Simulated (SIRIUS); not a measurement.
Eu under changes of volume

One of the cells (48.859 Å³/atom); the others are scaled copies at fixed shape and fractional positions:

```
CELL_PARAMETERS angstrom
-2.30300 2.30300 2.30300
2.30300 -2.30300 2.30300
2.30300 2.30300 -2.30300
ATOMIC_POSITIONS crystal
Eu 0.00000 0.00000 0.00000
```

| Quantity | Value |
| --- | --- |
| Program | SIRIUS 7.12.0 |
| Functional | WC |
| Potentials or basis | all-electron FP-LAPW |
| Cutoff | 168 eV |
| Basis | apw+lo standard |
| k mesh | 8 × 8 × 8 |
| Occupations | fermi-dirac, width 0.05 eV |
| Spin | collinear spin, ferromagnetic start |
| Starting moments | [7.0] μB |

| volume (Å³/atom) | energy over the lowest point (meV/atom) | moment (μB per cell) |
| --- | --- | --- |
| 45.927 | 0.00 | 7.36 |
| 46.904 | 14.43 | 7.38 |
| 47.882 | 30.14 | 7.40 |
| 48.859 | 46.36 | 7.41 |
| 49.836 | 63.12 | 7.41 |
| 50.813 | 80.58 | 7.42 |
| 51.790 | ? | ? |

Problem. What does the run at 51.790 Å³/atom give?

Solution. Energy over the lowest point 98.92 meV/atom; moment 7.42 μB per cell.

Worked out: A Birch-Murnaghan fit of order 3 (a polynomial in V^(-2/3)) to the other rows has no minimum within the range. It gives 98.24 meV/atom at 51.790 Å³/atom, against the run's 98.92. A parabola through the other rows of the moment, of slope -0.00493 μB per Å³/atom there, extrapolates to 7.42 μB, against the run's 7.42.

Energies are extrapolated to zero smearing.
